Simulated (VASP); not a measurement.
**BiTe: relaxation of cell and atoms with PBE**

Crystal: BiTe.

```
Bi Te
1.0
     0.00000    3.23500    3.23500
     3.23500    0.00000    3.23500
     3.23500    3.23500    0.00000
Bi Te
1 1
Direct
  0.00000 0.00000 0.00000
  0.50000 0.50000 0.50000
```

```yaml
Program: VASP 6.6.1
Task: relaxation of cell and atoms
Functional: PBE
Potentials_or_basis: VASP PAW PBE potentials, release 64 (Bi_d, Te)
Cutoff: 600 eV
k_mesh: 5 × 5 × 5
Occupations: fermi-dirac, width 0.05 eV
Spin: spin-orbit coupling, no magnetisation
Further_INCAR_settings: ALGO = Normal; EDIFF = 1e-06; IBRION = 2; EDIFFG = -0.005; NSW = 40; ISIF = 3
```

The relaxed volume is 35.83 Å³/atom and the relaxed cell is a = 4.662 Å, b = 4.662 Å, c = 4.662 Å, α = 60.00°, β = 60.00°, γ = 60.00°. The space group after relaxing (to 0.05 Å) is Fm-3m (No. 225), the energy gained by relaxing is 14.8 meV/atom and the ionic steps are 3. The pressure after relaxing is 0.0 GPa and the valence electrons inside the program's atomic spheres are Bi 12.67; Te 3.33.

The path:
```csv
step,energy change (eV),largest force (eV/Å),pressure (GPa),volume (Å³)
1,0.0000,0.0000,2.52,67.71
2,-0.0263,0.0000,-0.72,73.06
3,-0.0295,0.0000,0.01,71.65
```

Final structure:
```
Bi Te
1.0
     0.00000    3.29663    3.29663
     3.29663    0.00000    3.29663
     3.29663    3.29663    0.00000
Bi Te
1 1
Direct
  0.00000 0.00000 0.00000
  0.50000 0.50000 0.50000
```

Run time: 110 s on 1 thread of AMD EPYC 9R45 96-Core Processor (Zen 5), on a shared host, peak memory 0.47 GiB.

PBE usually gives volumes a little too large and moduli too small. Zero-point motion and thermal expansion aren't in these numbers.
